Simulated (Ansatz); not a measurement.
`BCC(C)=O` + H–F → `BF` + `CC(C)=O` at 298.15 K and 1 bar (ligand exchange at a B–C bond).

Gas-phase electronic energies from Ansatz, PBE0-D4/def2-TZVP geometries. CCSD(T)/CBS adds triple-zeta CCSD(T) − MP2 to the extrapolated MP2 energy (def2 sets, frozen cores). This one scheme is used for every species. Each species was taken in one conformer, which may not be the lowest.

```tsv
species	CCSD(T)/CBS energy (Eh)	H − E (kJ/mol)	S (J/(mol·K))
`BCC(C)=O`	-218.31379	267.3	330.4
H–F	-100.39570	33.5	173.6
`BF`	-125.82039	69.3	222.5
`CC(C)=O`	-192.94016	236.2	300.9
```

H − E and S are ideal-gas, rigid-rotor, harmonic terms from PBE0-D4/def2-TZVP, for one conformer and one mirror image of each species. 1 Eh = 2625.50 kJ/mol, R = 8.31446 J/(mol·K).

Question: By hand: ΔE, ΔH, ΔS and ΔG.

Answer: ΔE = (-125.82039) + (-192.94016) − (-218.31379) − (-100.39570) = -0.05106 Eh = -134.1 kJ/mol. Δ(H − E) = 69.3 + 236.2 − 267.3 − 33.5 = 4.7, so ΔH = -129.4 kJ/mol. ΔS = 222.5 + 300.9 − 330.4 − 173.6 = 19.4 J/(mol·K). ΔG = -129.4 − 298.15 × (19.4)/1000 = -135.2 kJ/mol.

Question: By hand: the equilibrium constant, and the temperature at which ΔG would vanish if ΔH and ΔS stayed fixed.

Answer: log₁₀ K = −ΔG/(RT ln 10) = 23.7. ΔH and −TΔS have one sign here, so there is no such temperature.

ΔH outweighs TΔS. A doubt of 5 kJ/mol in ΔE shifts log₁₀ K by 0.9 here. Other conformers and mirror images would add mixing entropy, several J/(mol·K) or more a flexible species. Modes under 60 cm⁻¹, often nearly free rotors, make the harmonic entropy too high. These are equilibria of isolated gas molecules and say nothing of rates. Largest T1 diagnostic: 0.014 (customary marks: 0.02 for closed shells, 0.045 for open ones).
